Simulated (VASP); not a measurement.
Input of a VASP 6.6.1 run:

File INCAR:

```
  ALGO = Normal
  EDIFF = 1E-6
  EDIFFG = -0.01
  ENCUT = 600
  GGA = PE
  IBRION = 2
  ISIF = 3
  ISMEAR = 0
  LASPH = True
  LCHARG = False
  LREAL = False
  LWAVE = False
  NELM = 100
  NSW = 100
  PREC = Accurate
  SIGMA = 0.02
```

Contents of KPOINTS:

```
k-points
0
Gamma
  10 10 10
```

File POSCAR:

```
LiH
1.0
    0.0000000000      2.1449748301      2.1449748301
    2.1449748301      0.0000000000      2.1449748301
    2.1449748301      2.1449748301      0.0000000000
Li H
1 1
Direct
    0.0000000000      0.0000000000      0.0000000000
    0.2500000000      0.2500000000      0.2500000000
```

Potentials or basis: VASP PAW PBE potentials, release 64 (Li_sv, H).

The run is started by

```sh
$ cat potpaw_PBE.64/Li_sv/POTCAR potpaw_PBE.64/H/POTCAR > POTCAR
$ mpirun -np 1 vasp_std > vasp.out
```

Q: Predict the relaxed cell.

A: a = 3.032 Å, b = 3.032 Å, c = 3.032 Å, α = 60.00°, β = 60.00°, γ = 60.00°.

Q: Predict the band gap on the k mesh.

A: 4.24 eV, indirect (least direct gap 5.28 eV).

Final structure:
```
Li H
1.0
     0.00000    2.14374    2.14374
     2.14374    0.00000    2.14374
     2.14374    2.14374    0.00000
Li H
1 1
Cartesian
  0.0000 0.0000 0.0000
  1.0719 1.0719 1.0719
```

 A k mesh can miss the band edges.
